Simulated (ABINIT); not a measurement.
**HfN: relaxation of cell and atoms with PBE**

Crystal: HfN.

```
CELL_PARAMETERS angstrom
0.00000 2.25600 2.25600
2.25600 0.00000 2.25600
2.25600 2.25600 0.00000
ATOMIC_POSITIONS crystal
Hf 0.00000 0.00000 0.00000
N 0.50000 0.50000 0.50000
```

```yaml
Program: ABINIT 10.8.3 (patched build)
Task: relaxation of cell and atoms
Functional: PBE
Potentials_or_basis: PseudoDojo NC SR PBE v0.4.1 standard
Cutoff: 1143 eV
k_mesh: 8 × 8 × 8
Occupations: fermi-dirac, width 0.05 eV
Spin: no spin polarisation
Cell_freedom_optcell: 2
Optimiser_ionmov: 2
Cutoff_smearing_ecutsm_Ha: 0.5
Force_stop_Ha/bohr: 2e-05
```

```
Relaxed volume                         : 11.74 Å³/atom
Relaxed cell                           : a = 3.214 Å, b = 3.214 Å, c = 3.214 Å, α = 60.00°, β = 60.00°, γ = 60.00°
Space group after relaxing (to 0.05 Å) : Fm-3m (No. 225)
Energy gained by relaxing              : 4.9 meV/atom
Ionic steps                            : 4
Pressure after relaxing                : 0.0 GPa
Band gap on the k mesh                 : none (metal or under the smearing width)
```

The path:
| step | energy change (eV) | largest force (eV/Å) | pressure (GPa) | volume (Å³) |
| --- | --- | --- | --- | --- |
| 1 | 0.0000 | 0.0000 | 6.17 | 22.96 |
| 2 | -0.0095 | 0.0000 | 0.89 | 23.40 |
| 3 | -0.0097 | 0.0000 | 0.03 | 23.48 |
| 4 | -0.0097 | 0.0000 | 0.00 | 23.48 |

Final structure:
```
Hf N
1.0
     0.00000    2.27271    2.27271
     2.27271    0.00000    2.27271
     2.27271    2.27271    0.00000
Hf N
1 1
Cartesian
  0.0000 0.0000 0.0000
  2.2727 2.2727 2.2727
```

Run time: 110 s on 1 thread of Arm Neoverse V1 (shared host), peak memory 0.09 GiB.

Spin-orbit coupling is left out, which matters for the levels of Hf. Zero-point motion and thermal expansion aren't in these numbers.
